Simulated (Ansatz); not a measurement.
Run this with Ansatz's Python interface and show what comes out.

Script `run_lapw.py`:
```python
'''All-electron LAPW single point of RbBr.'''

from pathlib import Path

import ansatz as az


def main() -> None:
    crystal = (
        az.Lattice.cubic(4.1261)
        .space_group(221)
        .atom('Rb', (0.0, 0.0, 0.0))
        .atom('Br', (0.5, 0.5, 0.5))
    )

    setup = crystal.calculation()
    setup = setup.functional(az.Functional.PBESOL).kpoints(3)
    setup = setup.occupations(az.OccupationsMethod.FIXED).pseudopotentials('all_electron', lapw=True)
    res = setup.run(threads=1)
    report = res.report

    n_atoms = len(report['lattice']['sites'])
    print('F =', round(report['free_energy_ev'], 4), 'eV for', n_atoms, 'atoms')
    print('E(sigma -> 0) =', round(report['energy_sigma0_ev'], 4), 'eV, TS =', round(report['entropy_ts_ev'], 5), 'eV')
    print('closed by', report['closed_by'], 'after', report['n_iterations'], 'iterations')

    lines = ['| quantity | value |', '|---|---|']
    lines.append(f'| free energy per atom | {report["free_energy_ev"] / len(res.lattice.sites):.4f} eV |')
    lines.append(f'| Fermi level | {report["fermi_energy_ev"]:.3f} eV |')
    lines.append(f'| volume per atom | {report["setup"]["cell_volume_ang3"] / len(res.lattice.sites):.3f} A^3 |')
    lines.append(f'| valence electrons | {report["n_electrons"]:g} |')
    Path('summary.md').write_text('\n'.join(lines) + '\n')

    print(setup.to_yaml())

    print(len(report['kpoints_frac']), 'irreducible k-points (fractions, weight)')
    for k, weight in list(zip(report['kpoints_frac'], report['kweights']))[:12]:
        print('  {:8.4f} {:8.4f} {:8.4f}'.format(*k), f'{weight:10.6f}')

    errors = report['lapw_basis_errors']
    print(f'estimated basis error {1000 * errors["total_ev_per_atom"]:.3f} meV/atom, target {1000 * errors["basis_error_target_ev_per_atom"]:.3f}')
    for sphere in errors['spheres']:
        print(f'  {sphere["species"]:2s} muffin-tin radius {sphere["muffin_tin_radius_ang"]:.3f} A, core shells {sphere["core_shells"]}')


if __name__ == '__main__':
    main()
```

```console
$ python run_lapw.py
F = -151954.1429 eV for 2 atoms
E(sigma -> 0) = -151954.1429 eV, TS = 0.0 eV
closed by deck_thresholds after 8 iterations
crystal:
  lattice:
    bravais: cubic
    a: 4.1261
  space_group: 221
  atoms:
    - { symbol: Rb, position: [0.0, 0.0, 0.0] }
    - { symbol: Br, position: [0.5, 0.5, 0.5] }
kpoints:
  mp_grid:
    grid: [3, 3, 3]
hamiltonian:
  xc: pbesol
  pseudopotentials:
    kind: all_electron
    lapw: {}
scf:
  occupations:
    method: fixed

4 irreducible k-points (fractions, weight)
    0.0000   0.0000   0.0000   0.037037
    0.0000   0.0000   0.3333   0.222222
    0.0000   0.3333   0.3333   0.444444
    0.3333   0.3333   0.3333   0.296296
estimated basis error 0.120 meV/atom, target 0.250
  Br muffin-tin radius 1.764 A, core shells 3
  Rb muffin-tin radius 1.809 A, core shells 4
```

It writes `summary.md`:
```text
| quantity | value |
|---|---|
| free energy per atom | -75977.0714 eV |
| Fermi level | 4.229 eV |
| volume per atom | 35.123 A^3 |
| valence electrons | 50 |
```

Reading the output:
- The settings weren't tested for convergence.
- The Fermi level of a run with fixed occupations marks the highest occupied state on its mesh, not mid-gap.
- Energy and stress may still move on a finer k-point mesh.
- The structure comes from a database of computed cells and needn't be a stable or known phase.
- It ran for 4.4 s on 1 thread of Arm Neoverse N1, on a shared host, peak memory 0.3 GiB.

(Lines on the test bed's own set-up are left out of the output.)
